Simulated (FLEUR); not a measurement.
# HfO2 (P4_2/nmc) in FLEUR: band structure with r2SCAN

Aim: the band structure of HfO2 with r2SCAN.

All numbers are computed with FLEUR MaX-R8.1 (later development tree); they aren't measurements. Logs are shortened: lines on timing, memory, paths and dates and some standing lists are left out, and cuts for length are marked.

## Step 1: The structure

Symmetry: P4_2/nmc, No. 137, tetragonal system. Conventional cell: a = 3.558 Å, b = 3.558 Å, c = 5.172 Å, α = 90.00°, β = 90.00°, γ = 90.00°. Hf (site symmetry -4m2) has 4 O at 2.05 Å as nearest neighbours. O (site symmetry 2mm) has 2 Hf at 2.05 Å as nearest neighbours.

Measurements of this composition are mostly on another form, of space group No. 14.

## Step 2: Band structure, r2SCAN

inp.xml reads:

```xml
<?xml version="1.0" encoding="UTF-8" standalone="no"?>
<fleurInput fleurInputVersion="0.39">
   <comment>
      HfO2                                                                                                
   </comment>
   <calculationSetup>
      <cutoffs Kmax="5.26" Gmax="16.3" GmaxXC="16.3" numbands="0"/>
      <scfLoop itmax="80" minDistance="0.0001" maxIterBroyd="30" imix="Anderson" alpha="0.05" precondParam="0.0" spinf="2.0" sdNocoIR="T"/>
      <coreElectrons ctail="F" frcor="F" kcrel="0" coretail_lmax="0"/>
      <xcFunctional name="LibXC" relativisticCorrections="F">
         <LibXCName exchange="mgga_x_r2scan" correlation="mgga_c_r2scan"/>
         <AuxGGA exchange="117" correlation="130"/>
      </xcFunctional>
      <magnetism jspins="1"/>
      <soc l_soc="F" theta="0.0" phi="0.0" spav="F"/>
      <expertModes spex="0" secvar="F"/>
      <geometryOptimization l_f="F" forcealpha="1.0" forcemix="BFGS" epsdisp="0.00001" epsforce="0.00001"/>
      <ldaU l_linMix="F" mixParam="0.05" spinf="1.0"/>
   </calculationSetup>
   <cell>
      <bzIntegration valenceElectrons="76.0" mode="hist" fermiSmearingEnergy="0.00183747">
         <kPointListSelection listName="default-1"/>
         <!-- k-points included here -->
[... 38 lines left out ...]
         <lo type="SCLO" l="0" n="2" eDeriv="2"/>
         <lo type="SCLO" l="1" n="2" eDeriv="2"/>
         <lo type="SCLO" l="2" n="3" eDeriv="2"/>
      </species>
   </atomSpecies>
   <atomGroups>
      <atomGroup species="Hafnium (Hf)">
         <relPos label="                   1">-1.000/4.000 -1.000/4.000 -1.000/4.000</relPos>
         <relPos label="                   2">1.000/4.000 1.000/4.000 1.000/4.000</relPos>
         <force calculate="T" relaxXYZ="TTT"/>
      </atomGroup>
      <atomGroup species="Oxygen (O)">
         <relPos label="                   3">-1.000/4.000 1.000/4.000 -.0527921200</relPos>
         <relPos label="                   4">1.000/4.000 -1.000/4.000 .0527921200</relPos>
         <relPos label="                   5">1.000/4.000 -1.000/4.000 -.4472078800</relPos>
         <relPos label="                   6">-1.000/4.000 1.000/4.000 .4472078800</relPos>
         <force calculate="T" relaxXYZ="TTT"/>
      </atomGroup>
   </atomGroups>
   <output dos="F" band="F" slice="F">
      <checks vchk="F" cdinf="F"/>
      <bandDOS minEnergy="-.5*Htr" maxEnergy="0.5*Htr" sigma="0.015" storeEVData="T"/>
      <vacuumDOS vacdos="F" integ="F" star="F" nstars="0" locx1="0.0" locy1="0.0" locx2="0.0" locy2="0.0" nstm="0" tworkf="0.0"/>
      <unfoldingBand unfoldBand="F" supercellX="1" supercellY="1" supercellZ="1"/>
      <plotting iplot="0" polar="F">
         <plot TwoD="T" vec1="  1.0  0.0  0.0" vec2="  0.0  1.0  0.0" vec3="  0.0  0.0  1.0" zero="  0.0  0.0  0.0" file="plot"/>
      </plotting>
      <chargeDensitySlicing numkpt="0" minEigenval="0.0" maxEigenval="0.0" nnne="0" pallst="F"/>
      <specialOutput eonly="F"/>
      <moessbauerParams electricFieldGradient="T" isomerShift="T" coreHyperfine="T" valenceHyperfine="T"/>
      <magneticCircularDichroism mcd="F" energyLo="-10.0" energyUp="0.0"/>
   </output>
  <!-- We include the file relax.xml here to enable relaxations (see documentation) -->
  <xi:include xmlns:xi="http://www.w3.org/2001/XInclude" href="relax.xml"> <xi:fallback/> </xi:include>
</fleurInput>
```

crystal.txt reads:

```
HfO2
&input cartesian=F /
3.5580193300  0.0000000000  0.0000000000
0.0000000000  3.5580193300  0.0000000000
0.0000000000  0.0000000000  5.1718612100
1.8897261246
1.0 1.0 1.0

6
72 0.0000000000  0.0000000000  0.0000000000
72 0.5000000000  0.5000000000  0.5000000000
8 0.0000000000  0.5000000000  0.1972078800
8 0.5000000000  0.0000000000  0.3027921200
8 0.5000000000  0.0000000000  0.8027921200
8 0.0000000000  0.5000000000  0.6972078800

&kpt div1=8 div2=8 div3=5 gamma=T /
```

inp.xml (bands) reads:

```
<?xml version="1.0" encoding="UTF-8" standalone="no"?>
<fleurInput fleurInputVersion="0.39">
   <comment>
      HfO2                                                                                                
   </comment>
   <calculationSetup>
      <cutoffs Kmax="5.26" Gmax="16.3" GmaxXC="16.3" numbands="0"/>
      <scfLoop itmax="80" minDistance="0.0001" maxIterBroyd="30" imix="Anderson" alpha="0.05" precondParam="0.0" spinf="2.0" sdNocoIR="T"/>
      <coreElectrons ctail="F" frcor="F" kcrel="0" coretail_lmax="0"/>
      <xcFunctional name="LibXC" relativisticCorrections="F">
         <LibXCName exchange="mgga_x_r2scan" correlation="mgga_c_r2scan"/>
         <AuxGGA exchange="117" correlation="130"/>
      </xcFunctional>
      <magnetism jspins="1"/>
      <soc l_soc="F" theta="0.0" phi="0.0" spav="F"/>
      <expertModes spex="0" secvar="F"/>
      <geometryOptimization l_f="F" forcealpha="1.0" forcemix="BFGS" epsdisp="0.00001" epsforce="0.00001"/>
      <ldaU l_linMix="F" mixParam="0.05" spinf="1.0"/>
   </calculationSetup>
   <cell>
      <bzIntegration valenceElectrons="76.0" mode="hist" fermiSmearingEnergy="0.00183747">
         <kPointListSelection listName="path-1"/>
         <!-- k-points included here -->
[... 39 lines left out ...]
         <lo type="SCLO" l="1" n="2" eDeriv="2"/>
         <lo type="SCLO" l="2" n="3" eDeriv="2"/>
      </species>
   </atomSpecies>
   <atomGroups>
      <atomGroup species="Hafnium (Hf)">
         <relPos label="                   1">-1.000/4.000 -1.000/4.000 -1.000/4.000</relPos>
         <relPos label="                   2">1.000/4.000 1.000/4.000 1.000/4.000</relPos>
         <force calculate="T" relaxXYZ="TTT"/>
      </atomGroup>
      <atomGroup species="Oxygen (O)">
         <relPos label="                   3">-1.000/4.000 1.000/4.000 -.0527921200</relPos>
         <relPos label="                   4">1.000/4.000 -1.000/4.000 .0527921200</relPos>
         <relPos label="                   5">1.000/4.000 -1.000/4.000 -.4472078800</relPos>
         <relPos label="                   6">-1.000/4.000 1.000/4.000 .4472078800</relPos>
         <force calculate="T" relaxXYZ="TTT"/>
      </atomGroup>
   </atomGroups>
   <output dos="F" band="T" slice="F">
      <checks vchk="F" cdinf="F"/>
      <bandDOS minEnergy="-.5*Htr" maxEnergy="0.5*Htr" sigma="0.015" storeEVData="T"/>
      <vacuumDOS vacdos="F" integ="F" star="F" nstars="0" locx1="0.0" locy1="0.0" locx2="0.0" locy2="0.0" nstm="0" tworkf="0.0"/>
      <unfoldingBand unfoldBand="F" supercellX="1" supercellY="1" supercellZ="1"/>
      <plotting iplot="0" polar="F">
         <plot TwoD="T" vec1="  1.0  0.0  0.0" vec2="  0.0  1.0  0.0" vec3="  0.0  0.0  1.0" zero="  0.0  0.0  0.0" file="plot"/>
      </plotting>
      <chargeDensitySlicing numkpt="0" minEigenval="0.0" maxEigenval="0.0" nnne="0" pallst="F"/>
      <specialOutput eonly="F"/>
      <moessbauerParams electricFieldGradient="T" isomerShift="T" coreHyperfine="T" valenceHyperfine="T"/>
      <magneticCircularDichroism mcd="F" energyLo="-10.0" energyUp="0.0"/>
   </output>
  <!-- We include the file relax.xml here to enable relaxations (see documentation) -->
  <xi:include xmlns:xi="http://www.w3.org/2001/XInclude" href="relax.xml"> <xi:fallback/> </xi:include>
</fleurInput>
```

Potentials or basis: all-electron, FLAPW.

On the command line:

```console
$ inpgen -f crystal.txt -profile fastHighL
$ # inp.xml edited to the form shown
$ mpirun -n 4 fleur_MPI -pe_per_kpt 1
$ mpirun -n 4 fleur_MPI -pe_per_kpt 1   # second run, on inp.xml (bands)
```

Output:

```text
Welcome to FLEUR        (www.flapw.de)
      MaX-Release 8.1          (www.max-centre.eu)

 func_ids         498         497         498         497
 func_ids         498         497         498         497
 func_ids         498         497         498         497
 MetaGGA potential functional detected - V_tau will be computed
 Auxiliary Potential for radial basis: exchange=         117  correlation=         130
 func_ids         498         497         498         497
 MetaGGA potential functional detected - V_tau will be computed
 Auxiliary Potential for radial basis: exchange=         117  correlation=         130
The functional 'Re-regularized SCAN exchange by Furness et al' is an exchange functional, it belongs to the 'MGGA' family and is defined in the reference(s):
 MetaGGA potential functional detected - V_tau will be computed
 Auxiliary Potential for radial basis: exchange=         117  correlation=         130
 MetaGGA potential functional detected - V_tau will be computed
 Auxiliary Potential for radial basis: exchange=         117  correlation=         130
The functional 'Re-regularized SCAN exchange by Furness et al' is an exchange functional, it belongs to the 'MGGA' family and is defined in the reference(s):
The functional 'Re-regularized SCAN exchange by Furness et al' is an exchange functional, it belongs to the 'MGGA' family and is defined in the reference(s):
[1] J. W. Furness, A. D. Kaplan, J. Ning, J. P. Perdew, and J. Sun.,  J. Phys. Chem. Lett. 11, 8208-8215 (2020)
[... 10 lines left out ...]
 Using same functional for VXC and EXC
The functional 'Re-regularized SCAN exchange by Furness et al' is an exchange functional, it belongs to the 'MGGA' family and is defined in the reference(s):
[1] J. W. Furness, A. D. Kaplan, J. Ning, J. P. Perdew, and J. Sun.,  J. Phys. Chem. Lett. 11, 8208-8215 (2020)
[2] J. W. Furness, A. D. Kaplan, J. Ning, J. P. Perdew, and J. Sun.,  J. Phys. Chem. Lett. 11, 9248-9248 (2020)
The functional 'Re-regularized SCAN correlation by Furness et al' is a correlation functional, it belongs to the 'MGGA' family and is defined in the reference(s):
[1] J. W. Furness, A. D. Kaplan, J. Ning, J. P. Perdew, and J. Sun.,  J. Phys. Chem. Lett. 11, 8208-8215 (2020)
[2] J. W. Furness, A. D. Kaplan, J. Ning, J. P. Perdew, and J. Sun.,  J. Phys. Chem. Lett. 11, 9248-9248 (2020)
 Using same functional for VXC and EXC
[1] J. W. Furness, A. D. Kaplan, J. Ning, J. P. Perdew, and J. Sun.,  J. Phys. Chem. Lett. 11, 8208-8215 (2020)
[2] J. W. Furness, A. D. Kaplan, J. Ning, J. P. Perdew, and J. Sun.,  J. Phys. Chem. Lett. 11, 9248-9248 (2020)
The functional 'Re-regularized SCAN correlation by Furness et al' is a correlation functional, it belongs to the 'MGGA' family and is defined in the reference(s):
[1] J. W. Furness, A. D. Kaplan, J. Ning, J. P. Perdew, and J. Sun.,  J. Phys. Chem. Lett. 11, 8208-8215 (2020)
[2] J. W. Furness, A. D. Kaplan, J. Ning, J. P. Perdew, and J. Sun.,  J. Phys. Chem. Lett. 11, 9248-9248 (2020)
 Using same functional for VXC and EXC

 ========== k-point set info ==========
 Selected k-point list: default-1
 k-point list type: mesh
 8 x 8 x 5
 Number of k points: 45

 ------------Calculation Setup---------------------------
 Number of MPI-tasks      :            4
 Number of PE/node        :            4
 Number of OMP-threads    :            1
 Using exactly            1  PE per kpt
 Using exactly            1  PE per kpt
 k-points in parallel     :            4
 pe's per k-point         :            1
 No of k-point loops      :           11
 Info/Warning             : your k-point parallelism is not fully load-balanced
 Using exactly            1  PE per kpt
 Using exactly            1  PE per kpt
 Eigenvalue solver        :       lapack
 Number of basis functions:         1274
 Approximate size of matrices (H+S) per k-point:         0.024 GB
 --------------------------------------------------------
The functional 'Hammer, Hansen, and Norskov' is an exchange functional, it belongs to the 'GGA' family and is defined in the reference(s):
[1] B. Hammer, L. B. Hansen, and J. K. Nørskov.,  Phys. Rev. B 59, 7413 (1999)
The functional 'Perdew, Burke & Ernzerhof' is a correlation functional, it belongs to the 'GGA' family and is defined in the reference(s):
[1] J. P. Perdew, K. Burke, and M. Ernzerhof.,  Phys. Rev. Lett. 77, 3865 (1996)
[2] J. P. Perdew, K. Burke, and M. Ernzerhof.,  Phys. Rev. Lett. 78, 1396 (1997)
 Using same functional for VXC and EXC
 Using auxiliary GGA potential for the first iteration of MetaGGA calculation.
The functional 'Hammer, Hansen, and Norskov' is an exchange functional, it belongs to the 'GGA' family and is defined in the reference(s):
[1] B. Hammer, L. B. Hansen, and J. K. Nørskov.,  Phys. Rev. B 59, 7413 (1999)
The functional 'Perdew, Burke & Ernzerhof' is a correlation functional, it belongs to the 'GGA' family and is defined in the reference(s):
[1] J. P. Perdew, K. Burke, and M. Ernzerhof.,  Phys. Rev. Lett. 77, 3865 (1996)
[2] J. P. Perdew, K. Burke, and M. Ernzerhof.,  Phys. Rev. Lett. 78, 1396 (1997)
 Using same functional for VXC and EXC
 Using auxiliary GGA potential for the first iteration of MetaGGA calculation.
The functional 'Hammer, Hansen, and Norskov' is an exchange functional, it belongs to the 'GGA' family and is defined in the reference(s):
[1] B. Hammer, L. B. Hansen, and J. K. Nørskov.,  Phys. Rev. B 59, 7413 (1999)
The functional 'Perdew, Burke & Ernzerhof' is a correlation functional, it belongs to the 'GGA' family and is defined in the reference(s):
[1] J. P. Perdew, K. Burke, and M. Ernzerhof.,  Phys. Rev. Lett. 77, 3865 (1996)
[2] J. P. Perdew, K. Burke, and M. Ernzerhof.,  Phys. Rev. Lett. 78, 1396 (1997)
 Using same functional for VXC and EXC
 Using auxiliary GGA potential for the first iteration of MetaGGA calculation.
The functional 'Hammer, Hansen, and Norskov' is an exchange functional, it belongs to the 'GGA' family and is defined in the reference(s):
[1] B. Hammer, L. B. Hansen, and J. K. Nørskov.,  Phys. Rev. B 59, 7413 (1999)
The functional 'Perdew, Burke & Ernzerhof' is a correlation functional, it belongs to the 'GGA' family and is defined in the reference(s):
[1] J. P. Perdew, K. Burke, and M. Ernzerhof.,  Phys. Rev. Lett. 77, 3865 (1996)
[2] J. P. Perdew, K. Burke, and M. Ernzerhof.,  Phys. Rev. Lett. 78, 1396 (1997)
 Using same functional for VXC and EXC
 Using auxiliary GGA potential for the first iteration of MetaGGA calculation.
 Reset of history
 Reset of history
 Iteration:     1   Distance:      51.00657765 me/bohr^3
The functional 'Hammer, Hansen, and Norskov' is an exchange functional, it belongs to the 'GGA' family and is defined in the reference(s):
[1] B. Hammer, L. B. Hansen, and J. K. Nørskov.,  Phys. Rev. B 59, 7413 (1999)
The functional 'Perdew, Burke & Ernzerhof' is a correlation functional, it belongs to the 'GGA' family and is defined in the reference(s):
[1] J. P. Perdew, K. Burke, and M. Ernzerhof.,  Phys. Rev. Lett. 77, 3865 (1996)
[2] J. P. Perdew, K. Burke, and M. Ernzerhof.,  Phys. Rev. Lett. 78, 1396 (1997)
 Using same functional for VXC and EXC
The functional 'Hammer, Hansen, and Norskov' is an exchange functional, it belongs to the 'GGA' family and is defined in the reference(s):
[1] B. Hammer, L. B. Hansen, and J. K. Nørskov.,  Phys. Rev. B 59, 7413 (1999)
The functional 'Perdew, Burke & Ernzerhof' is a correlation functional, it belongs to the 'GGA' family and is defined in the reference(s):
[1] J. P. Perdew, K. Burke, and M. Ernzerhof.,  Phys. Rev. Lett. 77, 3865 (1996)
[2] J. P. Perdew, K. Burke, and M. Ernzerhof.,  Phys. Rev. Lett. 78, 1396 (1997)
 Using same functional for VXC and EXC
The functional 'Hammer, Hansen, and Norskov' is an exchange functional, it belongs to the 'GGA' family and is defined in the reference(s):
[1] B. Hammer, L. B. Hansen, and J. K. Nørskov.,  Phys. Rev. B 59, 7413 (1999)
The functional 'Perdew, Burke & Ernzerhof' is a correlation functional, it belongs to the 'GGA' family and is defined in the reference(s):
[1] J. P. Perdew, K. Burke, and M. Ernzerhof.,  Phys. Rev. Lett. 77, 3865 (1996)
[... 370 lines left out ...]
 Using same functional for VXC and EXC
The functional 'Hammer, Hansen, and Norskov' is an exchange functional, it belongs to the 'GGA' family and is defined in the reference(s):
[1] B. Hammer, L. B. Hansen, and J. K. Nørskov.,  Phys. Rev. B 59, 7413 (1999)
The functional 'Perdew, Burke & Ernzerhof' is a correlation functional, it belongs to the 'GGA' family and is defined in the reference(s):
[1] J. P. Perdew, K. Burke, and M. Ernzerhof.,  Phys. Rev. Lett. 77, 3865 (1996)
[2] J. P. Perdew, K. Burke, and M. Ernzerhof.,  Phys. Rev. Lett. 78, 1396 (1997)
 Using same functional for VXC and EXC
The functional 'Hammer, Hansen, and Norskov' is an exchange functional, it belongs to the 'GGA' family and is defined in the reference(s):
[1] B. Hammer, L. B. Hansen, and J. K. Nørskov.,  Phys. Rev. B 59, 7413 (1999)
The functional 'Perdew, Burke & Ernzerhof' is a correlation functional, it belongs to the 'GGA' family and is defined in the reference(s):
[1] J. P. Perdew, K. Burke, and M. Ernzerhof.,  Phys. Rev. Lett. 77, 3865 (1996)
[2] J. P. Perdew, K. Burke, and M. Ernzerhof.,  Phys. Rev. Lett. 78, 1396 (1997)
 Using same functional for VXC and EXC
 Iteration:    17   Distance:       0.00004272 me/bohr^3

 ********************************************************************
 Run finished successfully
 Stop message:
   all done
 ********************************************************************
```

Wall time 3.7 min (4 MPI ranks of AMD EPYC 7R43 (Zen 3), shared host).

What came out:

```yaml
Free_energy: -829811.0526 eV
Band_gap_on_the_k_mesh: 5.31 eV, indirect (least direct gap 5.37 eV)
Band_gap_along_the_path: 5.30 eV, indirect (least direct gap 5.37 eV)
Valence_electrons_inside_the_program's_atomic_spheres: Hf 22.86; O 4.48 (radii Hf 2.22, O 1.37 bohr)
```

Levels at the corners of the path, in eV from the valence-band top:
```tsv
point	band 36	band 37	band 38	band 39	band 40	band 41
Γ	-0.13	-0.07	-0.07	5.30	5.32	6.57
X	-1.44	-0.15	-0.15	5.69	5.69	6.73
M	-0.79	-0.47	-0.47	6.34	6.34	6.72
Γ	-0.13	-0.07	-0.07	5.30	5.32	6.57
Z	-0.66	0.00	0.00	5.98	5.98	6.29
R	-1.41	-0.96	-0.96	5.83	5.83	6.22
A	-1.44	-0.01	-0.01	6.55	6.55	6.88
Z	-0.66	0.00	0.00	5.98	5.98	6.29
X	-1.44	-0.15	-0.15	5.69	5.69	6.73
R	-1.41	-0.96	-0.96	5.83	5.83	6.22
M	-0.79	-0.47	-0.47	6.34	6.34	6.72
A	-1.44	-0.01	-0.01	6.55	6.55	6.88
```

Core levels (eV from the Fermi level):
| atom | levels |
| --- | --- |
| 1 Hf | 1s1/2 -65196.6, 2s1/2 -11136.6, 2p1/2 -10634.0, 2p3/2 -9442.2, 3s1/2 -2531.7, 3p1/2 -2309.3, 3p3/2 -2053.9, 4s1/2 -504.2, 3d3/2 -1678.3, 3d5/2 -1622.6, 4p1/2 -413.1, 4p3/2 -354.7, 4d3/2 -205.3, 4d5/2 -194.6 |
| 2 Hf | 1s1/2 -65196.6, 2s1/2 -11136.6, 2p1/2 -10634.0, 2p3/2 -9442.2, 3s1/2 -2531.7, 3p1/2 -2309.3, 3p3/2 -2053.9, 4s1/2 -504.2, 3d3/2 -1678.3, 3d5/2 -1622.6, 4p1/2 -413.1, 4p3/2 -354.7, 4d3/2 -205.3, 4d5/2 -194.6 |
| 3 O | 1s1/2 -503.3 |
| 4 O | 1s1/2 -503.3 |
| 5 O | 1s1/2 -503.3 |
| 6 O | 1s1/2 -503.3 |

Caveat: the meta-GGA is that of a development version, with a GGA for the radial functions and cores and without core tails; spin-orbit coupling is left out, which moves the levels of the heavy elements.
